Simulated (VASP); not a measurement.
# MgS in VASP: one cell, several levels of theory, part 2 of 2

VASP 6.6.1, plane waves, PAW. The steps go on from the part before.

## (3) r2SCAN

Input file INCAR:

```
ENCUT = 520.000000
SIGMA = 0.010000
EDIFF = 1.00e-07
ALGO = Normal
METAGGA = R2SCAN
PREC = Accurate
IBRION = -1
ISIF = 2
ISMEAR = 0
NBANDS = 11
NELM = 120
NSW = 0
LASPH = .TRUE.
LCHARG = .FALSE.
LWAVE = .FALSE.
LREAL = .FALSE.
```

Input file KPOINTS:

```
KPOINTS created by Atomic Simulation Environment
0
Gamma
8 8 8
0 0 0
```

Input file KPOINTS_OPT:

```
special points
7
Reciprocal
0.0000000000 0.0000000000 0.0000000000 1
0.5000000000 0.0000000000 0.5000000000 1
0.6250000000 0.2500000000 0.6250000000 1
0.3750000000 0.3750000000 0.7500000000 1
0.5000000000 0.5000000000 0.5000000000 1
0.5000000000 0.2500000000 0.7500000000 1
0.0000000000 0.5000000000 0.5000000000 1
```

Input file POSCAR:

```
Mg S
 1.0000000000000000
     0.0000000000000000    2.4714420401999999    2.4714420401999999
     2.4714420401999999    0.0000000000000000    2.4714420401999999
     2.4714420401999999    2.4714420401999999    0.0000000000000000
 Mg  S
   1   1
Cartesian
  0.0000000000000000  0.0000000000000000  0.0000000000000000
  2.4714420401999999  2.4714420401999999  2.4714420401999999
```

Run with:

```
$ mpirun -np 1 vasp_std
```

Printed to the terminal (iteration lines stand in OSZICAR):

```text
POSCAR found type information on POSCAR MgS
 POSCAR found :  2 types and       2 ions
 -----------------------------------------------------------------------------
|                                                                             |
|                                                                             |
|     You enforced a specific xc type in the INCAR file but a different       |
|     I HOPE YOU KNOW WHAT YOU ARE DOING!                                     |
|                                                                             |
 -----------------------------------------------------------------------------

 LDA part: xc-table for (None), standard interpolation
 POSCAR, INCAR and KPOINTS ok, starting setup
 FFT: planning ... GRIDC
 FFT: planning ... GRID_SOFT
 FFT: planning ... GRID
 WAVECAR not read
 entering main loop
 Start KPOINTS_OPT (optional k-point list driver)
k-point batch [1-7\7]
```

OSZICAR:

```text
N       E                     dE             d eps       ncg     rms          rms(c)
DAV:   1     0.141506248136E+02    0.14151E+02   -0.39031E+03   662   0.627E+02
DAV:   2    -0.156406176293E+02   -0.29791E+02   -0.28787E+02   821   0.106E+02
DAV:   3    -0.167649235466E+02   -0.11243E+01   -0.11229E+01   813   0.216E+01
DAV:   4    -0.167710751174E+02   -0.61516E-02   -0.61513E-02   760   0.189E+00
DAV:   5    -0.167711238190E+02   -0.48702E-04   -0.48701E-04   785   0.160E-01    0.545E+00
DAV:   6    -0.153078732661E+02    0.14633E+01   -0.87994E-01   662   0.557E+00    0.545E+00
DAV:   7    -0.152910616021E+02    0.16812E-01   -0.18429E-01   776   0.225E+00    0.290E+00
DAV:   8    -0.152947503450E+02   -0.36887E-02   -0.91386E-03   749   0.650E-01    0.448E-01
DAV:   9    -0.152947948116E+02   -0.44467E-04   -0.11237E-03   756   0.180E-01    0.190E-01
DAV:  10    -0.152947973472E+02   -0.25356E-05   -0.63949E-05   770   0.542E-02    0.249E-02
DAV:  11    -0.152947989427E+02   -0.15955E-05   -0.51315E-06   731   0.151E-02    0.157E-02
DAV:  12    -0.152947985141E+02    0.42860E-06   -0.29907E-07   749   0.324E-03    0.368E-03
DAV:  13    -0.152947983651E+02    0.14908E-06   -0.46007E-08   418   0.116E-03    0.652E-04
DAV:  14    -0.152947983884E+02   -0.23334E-07   -0.23265E-09   406   0.359E-04
   1 F= -.15294798E+02 E0= -.15294798E+02  d E =-.111909E-58
       N       E                     dE             ncg
DAV:   1     0.623236000170E+03   -0.17593E+04      154
DAV:   2     0.409965880040E+03   -0.21327E+03      202
DAV:   3     0.401808682411E+03   -0.81572E+01      205
DAV:   4     0.401766697762E+03   -0.41985E-01      194
DAV:   5     0.401766396006E+03   -0.30176E-03      208
DAV:   6     0.401766393386E+03   -0.26199E-05      207
DAV:   7     0.401766393347E+03   -0.39791E-07      211
```

OUTCAR, selected sections:

```text
k-points           NKPTS =     29   k-points in BZ     NKDIM =     29   number of bands    NBANDS=     11

   NELECT =       8.0000    total number of electrons

   dimension x,y,z NGX =    28 NGY =   28 NGZ =   28
   dimension x,y,z NGXF=    56 NGYF=   56 NGZF=   56

  energy-cutoff  :      520.00
  volume of cell :       30.19
      direct lattice vectors                 reciprocal lattice vectors
     0.000000000  2.471442040  2.471442040    -0.202311036  0.202311036  0.202311036
     2.471442040  0.000000000  2.471442040     0.202311036 -0.202311036  0.202311036
     2.471442040  2.471442040  0.000000000     0.202311036  0.202311036 -0.202311036

 k-points in reciprocal lattice and weights: KPOINTS created by Atomic Simulation Env
   0.00000000  0.00000000  0.00000000       0.002
   0.12500000  0.00000000  0.00000000       0.016
   0.25000000  0.00000000  0.00000000       0.016
   0.37500000  0.00000000  0.00000000       0.016
   0.50000000  0.00000000  0.00000000       0.008
   0.12500000  0.12500000  0.00000000       0.012
   0.25000000  0.12500000  0.00000000       0.047
   0.37500000  0.12500000  0.00000000       0.047
[... 21 more k-points ...]

 E-fermi :   5.1026

 k-point     1 :       0.0000    0.0000    0.0000
  band No.  band energies     occupation
      1      -9.1977      2.00000
      2       4.9906      2.00000
      3       4.9906      2.00000
      4       4.9906      2.00000
      5      11.0342      0.00000
      6      13.3545      0.00000
      7      13.3545      0.00000
      8      13.3545      0.00000
      9      16.0727      0.00000
     10      16.0727      0.00000
     11      18.9243      0.00000

 k-point     2 :       0.1250    0.0000    0.0000
  band No.  band energies     occupation
      1      -9.0020      2.00000
      2       3.8495      2.00000
      3       4.8451      2.00000
      4       4.8451      2.00000
      5      11.6077      0.00000
      6      13.3510      0.00000
      7      13.6932      0.00000
      8      13.6932      0.00000
      9      15.5835      0.00000
     10      15.5835      0.00000
     11      19.8844      0.00000

 k-point     3 :       0.2500    0.0000    0.0000
  band No.  band energies     occupation
      1      -8.4637      2.00000
      2       1.7562      2.00000
      3       4.5330      2.00000
      4       4.5330      2.00000
      5      11.1606      0.00000
      6      13.5277      0.00000
      7      13.5277      0.00000
      8      15.2522      0.00000
      9      16.2241      0.00000
     10      16.2241      0.00000
     11      19.1217      0.00000

 k-point     4 :       0.3750    0.0000    0.0000
  band No.  band energies     occupation
      1      -7.7810      2.00000
      2      -0.0496      2.00000
      3       4.2626      2.00000
      4       4.2626      2.00000
      5      10.6078      0.00000
      6      12.8888      0.00000
      7      12.8888      0.00000
      8      17.6568      0.00000
      9      18.4415      0.00000
     10      18.4655      0.00000
     11      18.4655      0.00000

 k-point     5 :       0.5000    0.0000    0.0000
  band No.  band energies     occupation
      1      -7.4251      2.00000
      2      -0.8015      2.00000
      3       4.1602      2.00000
      4       4.1602      2.00000
      5      10.4148      0.00000
      6      12.6383      0.00000
      7      12.6383      0.00000
      8      17.9088      0.00000
      9      19.3779      0.00000
     10      20.7039      0.00000
     11      20.7039      0.00000

 k-point     6 :       0.1250    0.1250    0.0000
  band No.  band energies     occupation
      1      -8.9376      2.00000
      2       3.9421      2.00000
      3       4.5643      2.00000
      4       4.5643      2.00000
      5      12.1186      0.00000
      6      12.3050      0.00000
      7      14.2579      0.00000
      8      14.2579      0.00000
      9      14.5265      0.00000
     10      16.3753      0.00000
     11      20.7477      0.00000

 k-point     7 :       0.2500    0.1250    0.0000
  band No.  band energies     occupation
      1      -8.5145      2.00000
      2       2.3688      2.00000
      3       4.1899      2.00000
      4       4.2574      2.00000
      5      11.6753      0.00000
      6      12.8854      0.00000
      7      13.4661      0.00000
      8      14.6273      0.00000
      9      16.1178      0.00000
     10      16.9883      0.00000
     11      20.6595      0.00000

 k-point     8 :       0.3750    0.1250    0.0000
  band No.  band energies     occupation
      1      -7.8695      2.00000
      2       0.5734      2.00000
      3       3.7927      2.00000
      4       3.9420      2.00000
      5      11.1901      0.00000
      6      12.5861      0.00000
      7      13.9209      0.00000
      8      14.7175      0.00000
      9      18.6096      0.00000
     10      19.0751      0.00000
     11      19.9584      0.00000

 k-point     9 :       0.5000    0.1250    0.0000
  band No.  band energies     occupation
      1      -7.3662      2.00000
      2      -0.5171      2.00000
      3       3.4001      2.00000
      4       3.9231      2.00000
      5      11.0458      0.00000
      6      12.2600      0.00000
      7      13.3188      0.00000
      8      16.9607      0.00000
      9      19.2968      0.00000
     10      20.7177      0.00000
     11      20.9395      0.00000

 k-point    10 :      -0.3750    0.1250    0.0000
  band No.  band energies     occupation
      1      -7.4857      2.00000
      2      -0.2705      2.00000
      3       3.2563      2.00000
      4       4.1364      2.00000
      5      11.2840      0.00000
      6      12.4069      0.00000
      7      13.1601      0.00000
      8      17.1025      0.00000
      9      18.1358      0.00000
     10      19.5420      0.00000
     11      21.9875      0.00000

 k-point    11 :      -0.2500    0.1250    0.0000
  band No.  band energies     occupation
      1      -8.0952      2.00000
      2       1.1345      2.00000
      3       3.4452      2.00000
      4       4.4955      2.00000
      5      11.8138      0.00000
      6      13.0067      0.00000
      7      13.5165      0.00000
      8      14.9197      0.00000
      9      15.7125      0.00000
     10      19.4259      0.00000
     11      20.2249      0.00000

[... the tables of k-points 12 to 29 left out ...]

  Total        3.0521748      3.0521748      3.0521748     -0.0000000      0.0000000     -0.0000000
  in kB      161.9715368    161.9715368    161.9715368     -0.0000000      0.0000000     -0.0000000
  external PRESSURE =     161.9715368 kB  Pullay stress =       0.0000000 kB

 POSITION                                       TOTAL-FORCE (eV/Angst)
 -----------------------------------------------------------------------------------
      0.00000      0.00000      0.00000         0.000000     -0.000000     -0.000000
      2.47144      2.47144      2.47144        -0.000000      0.000000      0.000000
 -----------------------------------------------------------------------------------
    total drift:                                0.000000      0.000000      0.000000

  FREE ENERGIE OF THE ION-ELECTRON SYSTEM (eV)
  ---------------------------------------------------
  free  energy   TOTEN  =       -15.2947983884 eV

  energy  without entropy=      -15.2947983884  energy(sigma->0) =      -15.29479839
```

Hardware: 1 MPI rank of Intel Xeon Platinum 8488C, shared host.

The levels at the points of KPOINTS_OPT are read from vasprun.xml.

Near the gap, in eV above the top of the last filled band v; c is the band after it:

```csv
point,v−1,v,c,c+1
Γ,0.00,0.00,6.04,8.36
X,-2.12,-2.12,3.75,4.37
U,-3.87,-1.75,4.67,7.54
K,-3.87,-1.75,4.67,7.54
L,-0.83,-0.83,5.42,7.65
W,-4.02,-2.83,6.51,8.81
```

Gap with r2SCAN: 3.75 eV, valence top at Γ, conduction bottom at X. Least direct gap: 5.87 eV. Pressure: 16.20 GPa; the forces vanish within 0.01 eV/Å.

## (4) Summary

The summary covers parts 1 to 2.

```
 level  gap (eV)  pressure (GPa)  Ansatz: gap (eV)  Ansatz: pressure (GPa)
   PBE      3.09           17.34              3.10                   17.67
r2SCAN      3.75           16.20              3.77                   16.74
```

What this shows: The gap runs from 3.09 eV (PBE) to 3.75 eV (r2SCAN). The pressure is highest with PBE (17.3 GPa) and lowest with r2SCAN (16.2 GPa), which orders the cells that they would relax to. The two programs agree on the gap within 0.03 eV, far less than the spread between functionals. Datasets and cutoffs are each program's own. VASP's cell holds 8 valence electrons and Ansatz's 16.
